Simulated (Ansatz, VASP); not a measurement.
## Ge in VASP and in Ansatz

```
Ge
1.0
     0.00000    2.82891    2.82891
     2.82891    0.00000    2.82891
     2.82891    2.82891    0.00000
Ge
2
Direct
  0.75000 0.75000 0.75000
  0.50000 0.50000 0.50000
```

Alike in both runs: task relaxation of cell and atoms; functional PBE; k mesh 8 × 8 × 8; occupations fermi-dirac, width 0.05 eV; no spin polarisation.

```csv
,VASP,Ansatz
version,VASP 6.6.1,Ansatz 0.2.0
potentials or method,"VASP PAW PBE potentials, release 64 (Ge)",Ansatz PAW
plane-wave cutoff (eV),580,420
valence electrons in the cell,8,28
```

Ansatz gave:

| Property | Result |
| --- | --- |
| gap on the k mesh at the Fermi level, each at its own relaxed structure (eV) | none |
| relaxed volume (Å³/atom) | 23.91 |
| relaxed cell length with the largest relative difference (Å) | 4.074 |
| energy change over the relaxation (meV/atom) | -14 |

Problem. Estimate VASP's values.

Solution. gap on the k mesh at the Fermi level, each at its own relaxed structure (eV): none; relaxed volume (Å³/atom): 24.17; relaxed cell length with the largest relative difference (Å): 4.089; energy change over the relaxation (meV/atom): -20.

A gap of «none» marks a metal or a gap that the smearing closes. The two sets of potentials don't hold the same shells in valence.

Caveats: this crystal is a semiconductor, whose small gap the functional closes, so the metal is an error of the method; the plane-wave basis is chosen anew once the cell has moved, so the energies of steps on either side of that aren't comparable (Ansatz). Zero-point motion and thermal expansion aren't in these numbers.
